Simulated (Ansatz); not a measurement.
Theory: DFT PBE, scalar-relativistic, plane waves, PAW (Ansatz 0.2.0). Settings: cutoff 420 eV, Γ-centred meshes spaced at most about 0.3 Å⁻¹, and about 0.25 Å⁻¹ or finer for metals (2π included), Gaussian smearing. No spin polarisation in the final relaxations.

These are static total energies at zero pressure.

Two relaxed structures of Zn5S:

A. Space group P-62m (No. 189), hexagonal, a = 4.551 Å, c = 5.736 Å. Zn on a site of symmetry m2m has 6 Zn at 2.61–2.63 Å, 2 S at 3.24 Å and 4 Zn at 3.25 Å; Zn on a site of symmetry -6 is surrounded by 3 S at 2.63 Å, 3 Zn at 2.63 Å and 6 Zn at 3.25 Å; S has 6 Zn at 2.63 Å and 6 Zn at 3.24 Å.

B. Space group P4/mmm (No. 123), tetragonal, a = 7.973 Å, c = 9.071 Å. Zn on a site of symmetry 4mm has 1 S at 2.15 Å, 1 Zn at 2.38 Å, 1 Zn at 4.30 Å, 4 Zn at 4.53 Å and 1 Zn at 4.77 Å; Zn on a site of symmetry mmm has 2 S at 3.99 Å and 4 Zn at 4.53 Å (long against covalent radii, as for large ions); around Zn on a site of symmetry 4/mmm lie 2 Zn at 2.38 Å; S is surrounded by 2 Zn at 2.15 Å and 4 Zn at 3.99 Å.

Problem. Which is lower in energy, and by how much?

Solution. A is lower, by 0.44 eV/atom. A has space group P-62m (No. 189), 17.1 Å³/atom and no gap on its mesh; B has space group P4/mmm (No. 123), 96.1 Å³/atom and a gap of 1.86 eV. Counting Zn atoms around S (those within 1.25 times the shortest such distance or 1.15 times the sum of covalent radii, 1.27 where that leaves under three; a plus sign parts nearer from farther groups), A has S 6+6 and B has S 2. Even the lower one lies +0.14 eV/atom against the reference forms of the elements (uncorrected), so neither is stable at this level. Both come from invented guesses.

No dispersion correction is applied, so the spacing and binding between layers, chains or molecules are poorly described (P4/mmm), and this can change margins and order among such cells. Kohn–Sham gaps at this level usually fall short of measured ones. Cells relaxed within their symmetry can be saddle points.

The preference for A probably reflects metallic cohesion. Its Zn–Zn contacts of 2.61–2.63 Å are close to those in elemental zinc, and the absence of a gap fits delocalised Zn 4s and 4p electrons. B gives up most of this cohesion: its short contacts form linear S–Zn–Zn–Zn chains, while the remaining Zn atoms have no neighbour within bonding distance. The 1.86 eV gap therefore probably comes from filled 4s shells on nearly isolated atoms and an even electron count in the chains, not from a strongly bound semiconducting network.

A pays for its dense packing at sulfur, where even the nearest Zn atoms, at 2.63 Å, are clearly farther away than in tetrahedral ZnS. The strong polar Zn–S bond is thus poorly developed, which helps explain why the compound gains nothing over the elements. Since ZnS itself forms with a large release of energy, a mixture of ZnS and zinc metal should be a still more demanding reference, and the ordering of these two cells gives no support for Zn5S as a compound.
